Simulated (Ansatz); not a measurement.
# Selenium, fcc under LDA: structure, energy and stiffness

Aim: take selenium in the fcc structure, relax it, solve it on a dense k-mesh, switch on spin-orbit coupling, then scale the cell to 7 volumes from 88 to 112 % of the relaxed one and try a fit of the equation of state. The k-meshes are 12×12×12 for the relaxation; 21×21×21 for the dense run; 13×13×13 for spin-orbit coupling; 14×14×14 for the volumes.

Computed with Ansatz 0.2.0 (DFT LDA (PW92), plane waves (420 eV) with PAW, scalar-relativistic; the PAW data stem from PBE, with regenerated cores, unless a step says otherwise).

### 1 The system as given

The structure is cubic, space group Fm-3m (No. 225). The conventional cell has a = 4.435 Å, b = 4.435 Å, c = 4.435 Å, α = 90.00°, β = 90.00°, γ = 90.00°. Around Se (site symmetry m-3m) lie 12 Se at 3.14 Å.

As a file:

```
CELL_PARAMETERS angstrom
0.00000 2.21751 2.21751
2.21751 0.00000 2.21751
2.21751 2.21751 0.00000
ATOMIC_POSITIONS crystal
Se 0.00000 0.00000 0.00000
```

### 2 Relaxing cell and atoms

Input file input.yaml:

```yaml
crystal:
  lattice:
    - [0.0, 2.2175113317, 2.2175113317]
    - [2.2175113317, 0.0, 2.2175113317]
    - [2.2175113317, 2.2175113317, 0.0]
  atoms:
    - { symbol: Se, position: [0.0, 0.0, 0.0] }
hamiltonian:
  xc: lda
  pseudopotentials:
    kind: paw
    azcp:
      Se: "pseudopotentials/Se.paw.azcp"
basis:
  ecutwfc: 420
  fft_grid_basis: typed
kpoints:
  mp_grid: { grid: [12, 12, 12], shift: [0, 0, 0] }
magnetization:
  spin_polarized: false
scf:
  occupations: { method: fermi_dirac, width: 0.1 }
relax:
  max_steps: 60
  f_tol: 0.01
  cell: {}
```

After this run come: Dense single point; With spin-orbit coupling; At 88 % of the relaxed volume; At 92 % of the relaxed volume; At 96 % of the relaxed volume; At 100 % of the relaxed volume; At 104 % of the relaxed volume; At 108 % of the relaxed volume; At 112 % of the relaxed volume.

What does the calculation give? Wanted: space group; conventional cell; volume; shortest distance; gap on the mesh; relative to trigonal; V₀, B₀, B₀′.

The runs gave:

```
                            quantity                         value
      space group (spins left aside)               Fm-3m (No. 225)
                   conventional cell                   a = 4.234 Å
                              volume                18.976 Å³/atom
                   shortest distance                       2.994 Å
                     gap on the mesh  none (levels filled in part)
relative to trigonal (grey) selenium                 +581 meV/atom
                         V₀, B₀, B₀′   18.887 Å³/atom, 86 GPa, 4.3
```

In words: The relaxation shrank the cell by 13.0 % in volume. Against the reference form of selenium (trigonal (grey) selenium, computed apart with the same settings) it stands 581 meV/atom higher, so it is far from stable. No gap shows: it is a metal or semimetal at this level. Totals with and without spin-orbit coupling (-0.16 eV/atom apart) can't be read as binding, since the two-component data shift the zero of energy. The fitted modulus is 86 GPa. The symmetry was held, so the structure may be unstable against distortions that break it.
